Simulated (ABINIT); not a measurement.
# V (P6_3/mmc) in ABINIT: single point with PBE

Aim: the single point of V with PBE.

Program: ABINIT 10.8.3 (patched build). These are calculated values, not measurements. Logs are shortened: lines on timing, memory, paths and dates and some standing lists are left out, and cuts for length are marked. The log counts tension as positive stress, the text compression.

**1. The structure**

It takes space group P6_3/mmc (No. 194, hexagonal). Conventional cell: a = 2.604 Å, b = 2.604 Å, c = 4.723 Å, α = 90.00°, β = 90.00°, γ = 120.00°. V (site symmetry -6m2) has 12 V at 2.60 to 2.80 Å as nearest neighbours.

This isn't the form of V at room conditions, which is bcc.

**2. Single point, PBE, collinear spin, ferromagnetic start**

Input file run.abi:

```
# Pseudopotentials
pp_dirpath "./"
pseudos "V.GGA_PBE-JTH.xml"

# Structure
acell 3*1.0
rprim
     4.9214026021     0.0000000000     0.0000000000
    -2.4607013009     4.2620596755     0.0000000000
     0.0000000000     0.0000000000     8.9258114346
ntypat 1
znucl 23
natom 2
typat 1 1
xred
     0.3333333333     0.6666666667     0.2500000000
     0.6666666667     0.3333333333     0.7500000000

# Plane-wave basis
ecut 15.0
pawecutdg 30.0
pawxcdev 0

# k points
kptopt 1
ngkpt 12 12 6
nshiftk 1
shiftk 0.0 0.0 0.0

# Exchange and correlation
ixc 11

# Bands and occupations
nband 18
occopt 3
tsmear 0.00183747

# Spin
nsppol 2
spinat
     0.0000000000     0.0000000000     5.0000000000
     0.0000000000     0.0000000000     5.0000000000

# SCF cycle
nstep 100
tolvrs 1.0e-9

# Output
iomode 3
prtwf 0
prteig 0
prtebands 0
prtden 1
prtvha 1
prtvclmb 1
prtpot 1
```

Potentials or basis: JTH PAW PBE v2.0.

Run with:

```console
> abinit run.abi > log 2>&1
```

run.abo:

```text
.Version 10.8.3 of ABINIT
 Symmetries : space group P6_3/m m c (#194); Bravais hP (primitive hexag.)
================================================================================
 Values of the parameters that define the memory need of the present run
     intxc =       0    ionmov =       0      iscf =      17    lmnmax =      18
     lnmax =       6     mgfft =      32  mpssoang =       3    mqgrid =    3001
     natom =       2  nloc_mem =       2    nspden =       2   nspinor =       1
    nsppol =       2      nsym =      24    n1xccc =       1    ntypat =       1
    occopt =       3   xclevel =       2
       mpw =         538          nfft =       10368          nkpt =          76
 PAW method is used; the additional fine FFT grid is defined by:
   mgfftf=        48    nfftf =     34992
================================================================================
================================================================================

--------------------------------------------------------------------------------
------------- Echo of variables that govern the present computation ------------
--------------------------------------------------------------------------------
 -outvars: echo values of preprocessed input variables --------
            acell      1.0000000000E+00  1.0000000000E+00  1.0000000000E+00 Bohr
              amu      5.09415000E+01
             ecut      1.50000000E+01 Hartree
                       outvar_i_n : Printing only first  50 k-points.
              ixc          11
                       outvar_i_n : Printing only first  50 k-points.
         kptrlatt       12    0    0      0   12    0      0    0    6
          kptrlen      5.35548686E+01
            natom           2
            nband          18
            ngfft          18      18      32
          ngfftdg          27      27      48
             nkpt          76
           nspden           2
           nsppol           2
            nstep         100
             nsym          24
           ntypat           1
                       prtocc : prtvol=0, do not print more k-points.
                       1.000000  1.000000  1.000000  1.000000  1.000000  1.000000
                       1.000000  1.000000  1.000000  1.000000  1.000000  1.000000
                       1.000000  0.000000  0.000000  0.000000  0.000000  0.000000
                       1.000000  1.000000  1.000000  1.000000  1.000000  1.000000
                       1.000000  1.000000  1.000000  1.000000  1.000000  1.000000
                       1.000000  0.000000  0.000000  0.000000  0.000000  0.000000
[... 142 lines left out ...]
                       1.000000  1.000000  1.000000  1.000000  1.000000  1.000000
                       1.000000  0.000000  0.000000  0.000000  0.000000  0.000000
                       prtocc : prtvol=0, do not print more k-points.
           occopt           3
        pawecutdg      3.00000000E+01 Hartree
         pawxcdev           0
        prtebands           0
           prteig           0
           prtpot           1
         prtvclmb           1
           prtvha           1
            prtwf           0
            rprim      4.9214026021E+00  0.0000000000E+00  0.0000000000E+00
                      -2.4607013009E+00  4.2620596755E+00  0.0000000000E+00
                       0.0000000000E+00  0.0000000000E+00  8.9258114346E+00
          spgroup         194
           spinat      0.0000000000E+00  0.0000000000E+00  5.0000000000E+00
                       0.0000000000E+00  0.0000000000E+00  5.0000000000E+00
           tolvrs      1.00000000E-09
           tsmear      1.83747000E-03 Hartree
            typat      1  1
           useylm           1
                       outvars : Printing only first  50 k-points.
           xangst      5.2917740612E-11  1.5035899002E+00  1.1808339992E+00
                       1.3021470505E+00  7.5179495008E-01  3.5425019976E+00
            xcart      1.0000003696E-10  2.8413731170E+00  2.2314528586E+00
                       2.4607013011E+00  1.4206865585E+00  6.6943585759E+00
             xred      3.3333333333E-01  6.6666666667E-01  2.5000000000E-01
                       6.6666666667E-01  3.3333333333E-01  7.5000000000E-01
            znucl       23.00000

================================================================================

 chkinp: Checking input parameters for consistency.

================================================================================
== DATASET  1 ==================================================================

--- !DatasetInfo
iteration_state: {dtset: 1, }
dimensions: {natom: 2, nkpt: 76, mband: 18, nsppol: 2, nspinor: 1, nspden: 2, mpw: 538, }
cutoff_energies: {ecut:  15.0, pawecutdg:  30.0, }
electrons: {nelect:   2.60000000E+01, charge:   0.00000000E+00, occopt:   3.00000000E+00, tsmear:   1.83747000E-03, }
meta: {optdriver: 0, ionmov: 0, optcell: 0, iscf: 17, paral_kgb: 0, }
...

[... 91 lines left out ...]
...

 Integrated electronic and magnetization densities in atomic spheres:
 ------------------------------------------------------------------------------------------------------------
 Radius=ratsph(iatom), smearing ratsm=  0.0000. Diff(up-dn)=approximate z local magnetic moment.
    Atom    Radius    up_density   dn_density  Total(up+dn)  Diff(up-dn)
    1  V   2.21063     5.614928     5.614925     11.229853     0.000003
    2  V   2.21063     5.614928     5.614925     11.229853     0.000003
 ------------------------------------------------------------------------------------------------------------
  Sum:                11.229855    11.229850     22.459706     0.000005
 Total magnetization (from the atomic spheres):                0.000005
 Total magnetization (exact up - dn):                          0.000007

================================================================================

 ----iterations are completed or convergence reached----

 Mean square residual over all n,k,spin=   17.638E-08; max=  12.659E-05
 reduced coordinates (array xred) for    2 atoms
       0.333333333333      0.666666666667      0.250000000000
       0.666666666667      0.333333333333      0.750000000000
 rms dE/dt=  2.7891E-28; max dE/dt=  2.0195E-28; dE/dt below (all hartree)
    1       0.000000000000      0.000000000000      0.000000000000
    2      -0.000000000000     -0.000000000000      0.000000000000

 cartesian coordinates (angstrom) at end:
    1      0.00000000005292     1.50358990016877     1.18083399920084
    2      1.30214705049809     0.75179495008439     3.54250199760253

 cartesian forces (hartree/bohr) at end:
    1     -0.00000000000000    -0.00000000000000    -0.00000000000000
    2      0.00000000000000     0.00000000000000    -0.00000000000000
 frms,max,avg= 7.5057421E-29 1.1450847E-28   0.000E+00  0.000E+00  0.000E+00 h/b

 cartesian forces (eV/Angstrom) at end:
    1     -0.00000000000000    -0.00000000000000    -0.00000000000000
    2      0.00000000000000     0.00000000000000    -0.00000000000000
 frms,max,avg= 3.8596078E-27 5.8882624E-27   0.000E+00  0.000E+00  0.000E+00 e/A
 length scales=  1.000000000000  1.000000000000  1.000000000000 bohr
              =  0.529177210544  0.529177210544  0.529177210544 angstroms
 Fermi (or HOMO) energy (hartree) =   0.37624   Average Vxc (hartree)=  -0.44478
 Magnetization (Bohr magneton)=  6.61002662E-06
 Total spin up =  1.30000033E+01   Total spin down =  1.29999967E+01
 Eigenvalues (hartree) for nkpt=  76  k points, SPIN UP:
 kpt#   1, nband= 18, wtk=  0.00116, kpt=  0.0000  0.0000  0.0000 (reduced coord)
  -1.97662   -1.97269   -1.02461   -1.00137   -0.99632   -0.99632   -0.99423   -0.99423
   0.12397    0.25015    0.35485    0.36731    0.38844    0.38844    0.39992    0.39992
   0.44366    0.44366
      occupation numbers for kpt#   1
   1.00000    1.00000    1.00000    1.00000    1.00000    1.00000    1.00000    1.00000
   1.00000    1.00000    0.99999    0.99231    0.00130    0.00130    0.00000    0.00000
   0.00000    0.00000
 prteigrs : prtvol=0 or 1, do not print more k-points.

 Eigenvalues (hartree) for nkpt=  76  k points, SPIN DOWN:
 kpt#   1, nband= 18, wtk=  0.00116, kpt=  0.0000  0.0000  0.0000 (reduced coord)
  -1.97662   -1.97269   -1.02461   -1.00137   -0.99632   -0.99632   -0.99423   -0.99423
   0.12397    0.25015    0.35485    0.36731    0.38844    0.38844    0.39992    0.39992
   0.44366    0.44366
      occupation numbers for kpt#   1
   1.00000    1.00000    1.00000    1.00000    1.00000    1.00000    1.00000    1.00000
   1.00000    1.00000    0.99999    0.99231    0.00130    0.00130    0.00000    0.00000
   0.00000    0.00000
 prteigrs : prtvol=0 or 1, do not print more k-points.

--- !EnergyTerms
iteration_state     : {dtset: 1, }
comment             : Components of total free energy in Hartree
kinetic             :  1.97830181141949E+01
hartree             :  2.81708078209934E+01
xc                  : -7.64612219023677E+00
Ewald energy        : -1.07315827985586E+02
psp_core            :  6.17700310409446E+00
local_psp           : -8.84997729751114E+01
PAW spherical_terms :  5.20358431267367E+00
internal            : -1.44127309798977E+02
'-kT*entropy'       : -9.55621145583586E-04
total_energy        : -1.44128265420123E+02
total_energy_eV     : -3.92192989931023E+03
...

--- !EnergyTermsDC
iteration_state     : {dtset: 1, }
comment             : '"Double-counting" decomposition of free energy'
band_energy         : -1.69168194709426E+01
Ewald energy        : -1.07315827985586E+02
psp_core            :  6.17700310409446E+00
xc_dc               : -2.62160742809920E+01
PAW spherical_terms :  1.44412578921319E-01
internal            : -1.44127306054504E+02
'-kT*entropy'       : -9.55621145583586E-04
total_energy_dc     : -1.44128261675650E+02
total_energy_dc_eV  : -3.92192979741793E+03
...

--- !EnergyTermsWithPAWCore
iteration_state     : {dtset: 1, }
comment             : 'Components of total free energy, including PAW core contributions'
Total energy        : -1.89860770524834E+03
Total energy DC     : -1.89860770150387E+03
Total energy (eV)   : -5.16637475971083E+04
Total energy DC (eV): -5.16637474952160E+04
...

 Cartesian components of stress tensor (hartree/bohr^3)
  sigma(1 1)= -1.36797314E-05  sigma(3 2)=  0.00000000E+00
  sigma(2 2)= -1.36797288E-05  sigma(3 1)=  0.00000000E+00
  sigma(3 3)=  2.73954028E-05  sigma(2 1)= -1.16067892E-12

-Cartesian components of stress tensor (GPa)         [Pressure= -3.5249E-04 GPa]
- sigma(1 1)= -4.02471593E-01  sigma(3 2)=  0.00000000E+00
- sigma(2 2)= -4.02471516E-01  sigma(3 1)=  0.00000000E+00
- sigma(3 3)=  8.06000579E-01  sigma(2 1)= -3.41483527E-08

== END DATASET(S) ==============================================================
================================================================================

 -outvars: echo values of variables after computation  --------
            acell      1.0000000000E+00  1.0000000000E+00  1.0000000000E+00 Bohr
           etotal     -1.4412826168E+02
            fcart     -6.1552084252E-29 -1.1450847333E-28 -0.0000000000E+00
                       6.1552084252E-29  1.1450847333E-28 -0.0000000000E+00
            rprim      4.9214026021E+00  0.0000000000E+00  0.0000000000E+00
                      -2.4607013009E+00  4.2620596755E+00  0.0000000000E+00
                       0.0000000000E+00  0.0000000000E+00  8.9258114346E+00
           strten     -1.3679731392E-05 -1.3679728770E-05  2.7395402849E-05
                       0.0000000000E+00  0.0000000000E+00 -1.1606789177E-12
           xangst      5.2917740612E-11  1.5035899002E+00  1.1808339992E+00
                       1.3021470505E+00  7.5179495008E-01  3.5425019976E+00
             xred      3.3333333333E-01  6.6666666667E-01  2.5000000000E-01
                       6.6666666667E-01  3.3333333333E-01  7.5000000000E-01
 Calculation completed.
```

It took 47 s on 1 thread of Arm Neoverse V2, shared host; peak memory 0.16 GiB.

What came out:

* Free energy: -3921.9298 eV
* Pressure: 0.0 GPa
* Band gap on the k mesh: none (metal or under the smearing width)
* Net moment: 0.00 μB per cell
* Valence electrons inside the program's atomic spheres: V 11.23 (radii [1.1698] Å)

Stress tensor (GPa, compression positive):
```
 0.40  0.00  0.00
 0.00  0.40  0.00
 0.00  0.00 -0.81
```

Levels at points of the mesh, in eV from the Fermi level:
Spin up:
| k point | band 11 | band 12 | band 13 | band 14 | band 15 | band 16 |
| --- | --- | --- | --- | --- | --- | --- |
| (0.00, 0.00, 0.00) | -0.58 | -0.24 | 0.33 | 0.33 | 0.64 | 0.64 |
| (0.50, 0.00, 0.00) | -2.69 | -0.36 | -0.19 | 0.30 | 0.62 | 2.96 |
| (0.00, 0.00, 0.50) | -1.02 | -1.02 | 0.37 | 0.37 | 0.37 | 0.37 |
| (0.50, 0.00, 0.50) | -1.79 | -1.79 | 1.62 | 1.62 | 1.65 | 1.65 |
Spin down:
```csv
k point,band 10,band 11,band 12,band 13,band 14,band 15,band 16,band 17
"(0.00, 0.00, 0.00)",-3.43,-0.58,-0.24,0.33,0.33,0.64,0.64,1.83
"(0.50, 0.00, 0.00)",-2.84,-2.69,-0.36,-0.19,0.30,0.62,2.96,3.51
"(0.00, 0.00, 0.50)",-5.09,-1.02,-1.02,0.37,0.37,0.37,0.37,2.50
"(0.50, 0.00, 0.50)",-3.24,-1.79,-1.79,1.62,1.62,1.65,1.65,3.59
```

**3. For comparison**

An earlier run on the cell as given: functional PBE; potentials or basis JTH PAW PBE v2.0; cutoff 408 eV; k mesh 12 × 12 × 6; occupations fermi-dirac, width 0.05 eV; collinear spin, ferromagnetic start; starting moments [2.0, 2.0] μB.

- Pressure: 0.0 GPa
- Band gap on the k mesh: none (metal or under the smearing width)
- Net moment: 0.00 μB per cell
- Valence electrons inside the program's atomic spheres: V 11.23 (radii [1.1698] Å)
